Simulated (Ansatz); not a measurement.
# MnO2 (P-3m1) in Ansatz: a series of runs

Runs on MnO2. Level: LDA. Tasks: single point, equation of state.

All numbers are computed with Ansatz 0.2.0; they aren't measurements. Logs are shortened: lines on timing, memory, paths and dates and some standing lists are left out, and cuts for length are marked.

## (1) Starting point

The structure is trigonal, space group P-3m1 (No. 164). Conventional cell: a = 2.857 Å, b = 2.857 Å, c = 4.601 Å, α = 90.00°, β = 90.00°, γ = 120.00°. Mn (site symmetry -3m) has 6 O at 1.90 Å as nearest neighbours. O (site symmetry 3m) has 3 Mn at 1.90 Å as nearest neighbours.

Measurements of this composition are mostly on another form, of space group No. 136.

## (2) Single point, LDA, collinear spin, ferromagnetic start, 10.19 Å³/atom (volume scaled by 0.94)

The input, input.yaml:

```yaml
crystal:
  lattice:
    - [2.798264304, 0.0, 0.0]
    - [-1.399132152, 2.4233679738, 0.0]
    - [0.0, 0.0, 4.5074421091]
  atoms:
    - { symbol: Mn, position: [0.0, 0.0, 0.5], spin: 4.0 }
    - { symbol: O, position: [0.3333333333, 0.6666666667, 0.70629257] }
    - { symbol: O, position: [0.6666666667, 0.3333333333, 0.29370743] }
kpoints:
  mp_grid: { grid: [11, 11, 6] }
scf:
  occupations: { method: fermi_dirac, width: 0.05 }
hamiltonian:
  xc: lda
  pseudopotentials: { kind: all_electron, lapw: { basis_error: 0.002 } }
magnetization:
  spin_polarized: true
output:
  forces: true
  stress: true
  eigenvalues: true
```

Potentials or basis: all-electron LAPW, scalar-relativistic.

Command:

```console
> ansatz run input.yaml --threads 4 --pin off --max-ram 12288MiB --backend cpu --events-out ev --progress --plain --runs-dir out
```

Output:

```text
Warning: RAYON_NUM_THREADS=4 ignored (pool sized by the plan → 4); use --threads N
LAPW: plane waves up to 10.692 Å⁻¹, error target 2.0e-3 eV per atom; small_component_spin mean_spin; O in spheres of 0.843 Å, 8 of its electrons in bands, Dirac shells []; Mn in spheres of 1.021 Å, 21 of its electrons in bands, Dirac shells [] (how accurate: hamiltonian.pseudopotentials.lapw.basis_error, Limitations)
Engine: ansatz 0.2.0, x86_64-unknown-linux-gnu
Pseudopotentials: kind: all_electron
Pseudopotential: Mn, LAPW, valence charge 21, lapw/all_electron/scalar/gaussian/Mn, Koelling and Harmon's equation, gaussian nucleus
Pseudopotential: O, LAPW, valence charge 8, lapw/all_electron/scalar/gaussian/O, Koelling and Harmon's equation, gaussian nucleus
Functional definition: SPW92
  exchange = slater_x
  correlation = pw_c
Crystal: 3 atoms, lattice volume = 30.566 Å³
Basis set: ecut = 435.55255020433117 eV, 615 PW (Γ), exchange–correlation at level 2
Bands: 25, of which v1, the nominal top of the filled ones, is band 19 counted from 1 (18 counted from 0)
Symmetry: 12 space group operations
Space group: P-3m1 (ITA 164), of the structure as read, at distance tolerance 3.1e-5 Å
Magnetic group: BNS 164.85 (UNI 1315), of the structure as read, at distance tolerance 3.1e-5 Å
k-points: 84 of 726
Non-local potential: Mn, projectors of the file, none
Non-local potential: O, projectors of the file, none
Initial density: superposition of atomic densities (chi_scale 0.1, normalization cell, long waves kept (reshape's long-wave potential 0.15 eV rms))
Starting moments: Σ|m| = 4 μB on 1 of 3 sites
Initial wavefunctions: plane waves of lowest kinetic energy (no species holds an atomic orbital)
Functional: x = slater, c = lda
iter 1 solved again at ethr=1.06e-2 eV; its pass at ethr=1.00e-1 eV (dr2=3.91e0 eV) is discarded
SCF iter   1: F=—  HF=-35544.025505 eV  |F-HF|=—  |Δ(HF+E_count)|=         —  Δρ=7.85e-2 (↑7.85e-2 ↓5.46e-2)  dr2=3.91e0  dr2_m=3.35e-1  M=3.000 μB ∫|m|=3.041 μB  β_m=0.30  ethr=1.06e-2  ⟨swp⟩=2.0  Hψ=27250  notcnv=0
Mixer restart at iter 1: flushing history
preconditioner: auto → none  [insulator: Δε(μ)=0.719 eV  Ē_g=14.825 eV  σ=0.050 eV  W_gap=1.00  n_scr=10 (ndim 8)  ℏωp=29.3 eV  f_vac=0.148  D(μ)=0.00/eV (n_scr^D=0)  ε∞_Penn≈4.9]
iter 2 solved again at ethr=8.24e-4 eV; its pass at ethr=1.06e-2 eV (dr2=3.05e-1 eV) is discarded
SCF iter   2: F=—  HF=-35543.074479 eV  |F-HF|=—  |Δ(HF+E_count)|=   9.51e-1  Δρ=3.37e-2 (↑2.11e-2 ↓3.37e-2)  dr2=3.06e-1  dr2_m=1.77e-1  M=2.987 μB ∫|m|=3.001 μB  β_m=0.31  ethr=8.24e-4  ⟨swp⟩=2.0  Hψ=21297  notcnv=0
SCF iter   3: F=—  HF=-35542.894555 eV  |F-HF|=—  |Δ(HF+E_count)|=   1.80e-1  Δρ=2.30e-2 (↑2.30e-2 ↓1.78e-2)  dr2=1.24e-1  dr2_m=8.59e-2  M=2.997 μB ∫|m|=3.014 μB  β_m=0.48  ethr=8.24e-4  ⟨swp⟩=3.0  Hψ=13200  notcnv=0
SCF iter   4: F=—  HF=-35542.868506 eV  |F-HF|=—  |Δ(HF+E_count)|=         —  Δρ=3.67e-3 (↑2.32e-3 ↓3.67e-3)  dr2=1.16e-3  dr2_m=2.40e-3  M=2.995 μB ∫|m|=3.009 μB  β_m=0.49  ethr=3.36e-4  ⟨swp⟩=2.0  Hψ=12935  notcnv=0
the basis was enlarged: its passes take 4.7 MiB over the memory plan, 4 of 4 planned eigensolver slots
SCF iter   5: F=—  HF=-35542.868155 eV  |F-HF|=—  |Δ(HF+E_count)|=   3.51e-4  Δρ=1.16e-3 (↑5.82e-4 ↓1.16e-3)  dr2=1.89e-4  dr2_m=1.85e-4  M=2.995 μB ∫|m|=3.009 μB  β_m=0.75  ethr=3.14e-6  ⟨swp⟩=2.8  Hψ=12358  notcnv=0
SCF iter   6: F=—  HF=-35542.868257 eV  |F-HF|=—  |Δ(HF+E_count)|=   1.02e-4  Δρ=2.25e-4 (↑1.68e-4 ↓2.25e-4)  dr2=4.33e-5  dr2_m=5.03e-6  M=2.995 μB ∫|m|=3.010 μB  β_m=0.72  ethr=5.12e-7  ⟨swp⟩=2.5  Hψ=12141  notcnv=0
SCF iter   7: F=—  HF=-35542.868233 eV  |F-HF|=—  |Δ(HF+E_count)|=   2.43e-5  Δρ=4.25e-5 (↑4.25e-5 ↓2.33e-5)  dr2=6.83e-7  dr2_m=2.49e-7  M=2.995 μB ∫|m|=3.010 μB  β_m=0.77  ethr=1.17e-7  ⟨swp⟩=3.0  Hψ=13013  notcnv=0
SCF iter   8: F=—  HF=-35542.868233 eV  |F-HF|=—  |Δ(HF+E_count)|=   8.32e-8  Δρ=4.96e-6 (↑4.80e-6 ↓4.96e-6)  dr2=9.84e-9  dr2_m=4.20e-9  M=2.995 μB ∫|m|=3.010 μB  β_m=0.83  ethr=1.85e-9  ⟨swp⟩=3.0  Hψ=12621  notcnv=0
SCF iter   9: F=-35542.868233 eV  HF=-35542.868233 eV  |F-HF|=1.20e-8  |Δ(HF+E_count)|=   2.27e-8  Δρ=2.10e-6 (↑2.08e-6 ↓2.10e-6)  dr2=6.58e-9  dr2_m=1.10e-10  M=2.995 μB ∫|m|=3.010 μB  ethr=2.66e-11  ⟨swp⟩=2.8  Hψ=12162  notcnv=0
SCF 1 converged in 9 iterations: F = -35542.868233 eV  dr2 = 6.58e-9
SCF converged after 9 iterations
Magnetization: 2.9954 μB (19.9977 up, 17.0023 down)
Absolute magnetization: 3.0095 μB (∫|ρ↑−ρ↓|)
Spin contamination: 0.0280 ħ² per cell (⟨S²⟩ above its minimum at these occupations)
Per-site moments (μB) at R_I (Å): [(2.6287738050477127, 1.0208759602948594), (0.08645911228526693, 0.8431837676619172), (0.08645911228526693, 0.8431837676619172)]
Free energy (F): -35542.868233 eV
Harris-Foulkes:  -35542.868233 eV  (|F-HF|=1.20e-8)
Internal energy: -35542.867350 eV  (E = F + TS)
E sigma→0 (E₀):  -35542.867791 eV
Entropy (-TS):   -0.000882 eV (-0.294 meV/atom)
Fermi energy:    9.147020 eV
--- Per-component energies (eV) ---
  E_band       = -6001.401115
  E_kinetic    = 35916.308349
  E_xc         = -1803.991408
  E_electrostatic = -69655.184291  (all electrons and nuclei)
  E_smearing   = -0.000882  (= −TS)
  E_closure    = 0.000000  (closes the sum)
  E_atoms      = -35516.048988  (free atoms, spherical and without spin; not in F)
  Σ components = -35542.868233   (vs F -35542.868233, Δ=0.00e0)
  Basis errors (estimates in eV, not in F): energy 8.8e-4 per atom: plane waves 8.3e-4 (5.0e-4 summed), levels above the bands 1.5e-133, relativity 1.2e-8, radial functions 4.6e-5, core shells 5.8e-7; eigenvalues (radial functions only) 1.5e-5; not estimated: angular momenta, meshes, grids; target (lapw.basis_error) 2.0e-3; muffin-tin radii O 0.843 Å, Mn 1.021 Å
--- Forces (eV/Å), atoms counted from 1 ---
  atom   1  Mn     0.00000000     0.00000000     0.00000000
  atom   2  O      0.00000000     0.00000000     0.41975829
  atom   3  O      0.00000000     0.00000000    -0.41975829
  max |Σ_I F_I| component: 2.78e-17 eV/Å
--- Stress (GPa, compression-positive) ---
        5.415017      -0.000000       0.000000
       -0.000000       5.415017       0.000000
        0.000000       0.000000       3.305874
  P = ⅓ Tr σ = 4.7120 GPa (47.120 kbar)
--- Band table (eV; the first three rows and the last of 168) ---
  k-point 0 ↑: bands = ["-615.3714", "-615.3714", "-615.3436", "-493.0207", "-493.0207", "-72.0459", "-41.0720", "-41.0720", "-41.0567", "-11.2249", "-8.5447", "1.9207", "2.3036", "2.3036", "6.4902", "6.4902", "7.1211", "7.1211", "7.3356", "8.6417", "11.8621", "11.8621", "16.0551", "19.1788", "23.8534"]
  k-point 1 ↑: bands = ["-615.3714", "-615.3714", "-615.3436", "-493.0207", "-493.0207", "-72.0459", "-41.0720", "-41.0720", "-41.0567", "-11.1916", "-8.6064", "2.0994", "2.3068", "2.3068", "6.4885", "6.4885", "6.9387", "7.1088", "7.1088", "8.7851", "11.8771", "11.8771", "16.4070", "19.1794", "23.4129"]
  k-point 2 ↑: bands = ["-615.3714", "-615.3714", "-615.3436", "-493.0207", "-493.0207", "-72.0459", "-41.0720", "-41.0720", "-41.0568", "-11.1208", "-8.7331", "2.3134", "2.3134", "2.5163", "6.2195", "6.4850", "6.4850", "7.0842", "7.0842", "8.9489", "11.9072", "11.9072", "17.2752", "19.0587", "22.5416"]
  k-point 83 ↓: bands = ["-614.2993", "-614.2993", "-614.2167", "-492.9401", "-492.9401", "-69.0267", "-38.4243", "-38.3728", "-38.0316", "-8.9412", "-8.8814", "2.7492", "2.9657", "4.0128", "5.3382", "5.7974", "6.0906", "9.6865", "10.4922", "10.6083", "12.7344", "12.7594", "21.1793", "23.5141", "23.9623"]
```

It took 49 s on 4 threads of Intel Xeon at 2.50GHz (Skylake/Cascade Lake), shared host; peak memory 0.71 GiB.

What came out:

```
Free energy            : -35542.8682 eV
Pressure               : 4.7 GPa
Largest force          : 0.420 eV/Å
Band gap on the k mesh : 0.21 eV, indirect (least direct gap 0.23 eV)
Net moment             : 3.00 μB per cell
Absolute moment        : 3.01 μB per cell
Site moments           : Mn +2.63; O +0.09 μB
```

Caveat: an odd mesh through Γ misses points on the zone boundary, where band edges often lie; a cell with one magnetic atom can't hold antiferromagnetic order, which such compounds often take.

## (3) Single point, LDA, collinear spin, ferromagnetic start, 10.41 Å³/atom (volume scaled by 0.96)

Edit input.yaml of step 2 so:

```diff
@@ -2,5 +2,5 @@
   lattice:
-    - [2.798264304, 0.0, 0.0]
-    - [-1.399132152, 2.4233679738, 0.0]
-    - [0.0, 0.0, 4.5074421091]
+    - [2.8179710399, 0.0, 0.0]
+    - [-1.40898552, 2.4404345078, 0.0]
+    - [0.0, 0.0, 4.539185705]
   atoms:
```

Potentials or basis: all-electron LAPW, scalar-relativistic.

Command:

```console
> ansatz run input.yaml --threads 4 --pin off --max-ram 12288MiB --backend cpu --events-out ev --progress --plain --runs-dir out
```

Wall time 49 s (4 threads of Intel Xeon at 2.50GHz (Skylake/Cascade Lake), shared host); peak memory 0.73 GiB.

Results (log left out):

```yaml
Free_energy: -35542.8771 eV
Pressure: -0.2 GPa
Largest_force: 0.076 eV/Å
Band_gap_on_the_k_mesh: 0.29 eV, indirect (least direct gap 0.32 eV)
Net_moment: 3.00 μB per cell
Absolute_moment: 3.01 μB per cell
Site_moments: Mn +2.65; O +0.08 μB
```

Caveat: an odd mesh through Γ misses points on the zone boundary, where band edges often lie; a cell with one magnetic atom can't hold antiferromagnetic order, which such compounds often take.

## (4) Single point, LDA, collinear spin, ferromagnetic start, 10.62 Å³/atom (volume scaled by 0.98)

Edit input.yaml of step 3 so:

```diff
@@ -2,5 +2,5 @@
   lattice:
-    - [2.8179710399, 0.0, 0.0]
-    - [-1.40898552, 2.4404345078, 0.0]
-    - [0.0, 0.0, 4.539185705]
+    - [2.8374059371, 0.0, 0.0]
+    - [-1.4187029685, 2.4572656224, 0.0]
+    - [0.0, 0.0, 4.5704914233]
   atoms:
```

Command:

```console
> ansatz run input.yaml --threads 4 --pin off --max-ram 12288MiB --backend cpu --events-out ev --progress --plain --runs-dir out
```

It took 52 s on 4 threads of Intel Xeon at 2.50GHz (Skylake/Cascade Lake), shared host; peak memory 0.73 GiB.

It converged, with:

```yaml
Free_energy: -35542.8670 eV
Pressure: -4.6 GPa
Largest_force: 0.240 eV/Å
Band_gap_on_the_k_mesh: 0.37 eV, indirect (least direct gap 0.41 eV)
Net_moment: 3.00 μB per cell
Absolute_moment: 3.02 μB per cell
Site_moments: Mn +2.68; O +0.07 μB
```

Caveat: an odd mesh through Γ misses points on the zone boundary, where band edges often lie; a cell with one magnetic atom can't hold antiferromagnetic order, which such compounds often take.

## (5) Single point, LDA, collinear spin, ferromagnetic start, 10.84 Å³/atom

Edit input.yaml of step 4 so:

```diff
@@ -2,5 +2,5 @@
   lattice:
-    - [2.8374059371, 0.0, 0.0]
-    - [-1.4187029685, 2.4572656224, 0.0]
-    - [0.0, 0.0, 4.5704914233]
+    - [2.8565781804, 0.0, 0.0]
+    - [-1.4282890902, 2.4738692722, 0.0]
+    - [0.0, 0.0, 4.6013740589]
   atoms:
```

Command:

```console
> ansatz run input.yaml --threads 4 --pin off --max-ram 12288MiB --backend cpu --events-out ev --progress --plain --runs-dir out
```

Run time: 40 s. Hardware: 4 threads of Intel Xeon at 2.50GHz (Skylake/Cascade Lake), shared host; peak memory 0.7 GiB.

It converged, with:

```yaml
Free_energy: -35542.8400 eV
Pressure: -8.6 GPa
Largest_force: 0.531 eV/Å
Band_gap_on_the_k_mesh: 0.45 eV, indirect (least direct gap 0.49 eV)
Net_moment: 3.00 μB per cell
Absolute_moment: 3.02 μB per cell
Site_moments: Mn +2.70; O +0.06 μB
```

Caveat: an odd mesh through Γ misses points on the zone boundary, where band edges often lie; a cell with one magnetic atom can't hold antiferromagnetic order, which such compounds often take.

## (6) Single point, LDA, collinear spin, ferromagnetic start, 11.06 Å³/atom (volume scaled by 1.02)

Edit input.yaml of step 5 so:

```diff
@@ -2,5 +2,5 @@
   lattice:
-    - [2.8565781804, 0.0, 0.0]
-    - [-1.4282890902, 2.4738692722, 0.0]
-    - [0.0, 0.0, 4.6013740589]
+    - [2.875496468, 0.0, 0.0]
+    - [-1.437748234, 2.4902529899, 0.0]
+    - [0.0, 0.0, 4.6318476229]
   atoms:
```

Potentials or basis: all-electron LAPW, scalar-relativistic.

Command:

```console
> ansatz run input.yaml --threads 4 --pin off --max-ram 12288MiB --backend cpu --events-out ev --progress --plain --runs-dir out
```

Wall time 40 s (4 threads of Intel Xeon at 2.50GHz (Skylake/Cascade Lake), shared host); peak memory 0.71 GiB.

It converged, with:

```yaml
Free_energy: -35542.7979 eV
Pressure: -12.1 GPa
Largest_force: 0.799 eV/Å
Band_gap_on_the_k_mesh: 0.52 eV, indirect (least direct gap 0.57 eV)
Net_moment: 3.00 μB per cell
Absolute_moment: 3.03 μB per cell
Site_moments: Mn +2.72; O +0.05 μB
```

Caveat: an odd mesh through Γ misses points on the zone boundary, where band edges often lie; a cell with one magnetic atom can't hold antiferromagnetic order, which such compounds often take.

## (7) Single point, LDA, collinear spin, ferromagnetic start, 11.27 Å³/atom (volume scaled by 1.04)

Edit input.yaml of step 6 so:

```diff
@@ -2,5 +2,5 @@
   lattice:
-    - [2.875496468, 0.0, 0.0]
-    - [-1.437748234, 2.4902529899, 0.0]
-    - [0.0, 0.0, 4.6318476229]
+    - [2.8941690462, 0.0, 0.0]
+    - [-1.4470845231, 2.506423917, 0.0]
+    - [0.0, 0.0, 4.6619253983]
   atoms:
```

Command:

```console
> ansatz run input.yaml --threads 4 --pin off --max-ram 12288MiB --backend cpu --events-out ev --progress --plain --runs-dir out
```

It took 41 s on 4 threads of Intel Xeon at 2.50GHz (Skylake/Cascade Lake), shared host; peak memory 0.71 GiB.

It converged, with:

```yaml
Free_energy: -35542.7424 eV
Pressure: -15.2 GPa
Largest_force: 1.044 eV/Å
Band_gap_on_the_k_mesh: 0.59 eV, indirect (least direct gap 0.64 eV)
Net_moment: 3.00 μB per cell
Absolute_moment: 3.04 μB per cell
Site_moments: Mn +2.75; O +0.04 μB
```

Caveat: an odd mesh through Γ misses points on the zone boundary, where band edges often lie; a cell with one magnetic atom can't hold antiferromagnetic order, which such compounds often take; forces of over 1 eV/Å show positions far from the minimum, so gaps and moduli don't describe the material at rest.

## (8) Single point, LDA, collinear spin, ferromagnetic start, 11.49 Å³/atom (volume scaled by 1.06)

Edit input.yaml of step 7 so:

```diff
@@ -2,5 +2,5 @@
   lattice:
-    - [2.8941690462, 0.0, 0.0]
-    - [-1.4470845231, 2.506423917, 0.0]
-    - [0.0, 0.0, 4.6619253983]
+    - [2.912603741, 0.0, 0.0]
+    - [-1.4563018705, 2.5223888309, 0.0]
+    - [0.0, 0.0, 4.6916199912]
   atoms:
```

Command:

```console
> ansatz run input.yaml --threads 4 --pin off --max-ram 12288MiB --backend cpu --events-out ev --progress --plain --runs-dir out
```

It took 42 s on 4 threads of Intel Xeon at 2.50GHz (Skylake/Cascade Lake), shared host; peak memory 0.71 GiB.

It converged, with:

```
Free energy            : -35542.6749 eV
Pressure               : -18.0 GPa
Largest force          : 1.270 eV/Å
Band gap on the k mesh : 0.65 eV, indirect (least direct gap 0.71 eV)
Net moment             : 3.00 μB per cell
Absolute moment        : 3.05 μB per cell
Site moments           : Mn +2.77; O +0.03 μB
```

Caveat: an odd mesh through Γ misses points on the zone boundary, where band edges often lie; a cell with one magnetic atom can't hold antiferromagnetic order, which such compounds often take; forces of over 1 eV/Å show positions far from the minimum, so gaps and moduli don't describe the material at rest.

## (9) Equation of state, LDA, collinear spin, ferromagnetic start

Potentials or basis: all-electron LAPW, scalar-relativistic.

This step only gathers the single runs of the series.

What came out:

- Equilibrium volume: 10.39 Å³/atom
- Bulk modulus at fixed shape and positions: 226 GPa
- Pressure derivative of the bulk modulus: 4.6

Energy against volume, from the lowest point:
| volume (Å³/atom) | energy (meV/atom) |
| --- | --- |
| 10.189 | 2.96 |
| 10.405 | 0.00 |
| 10.622 | 3.36 |
| 10.839 | 12.36 |
| 11.056 | 26.40 |
| 11.273 | 44.91 |
| 11.489 | 67.40 |

Caveat: the cell was scaled at fixed shape and fractional positions, which overstates the stiffness of a crystal with free parameters, most of all of layers and chains.
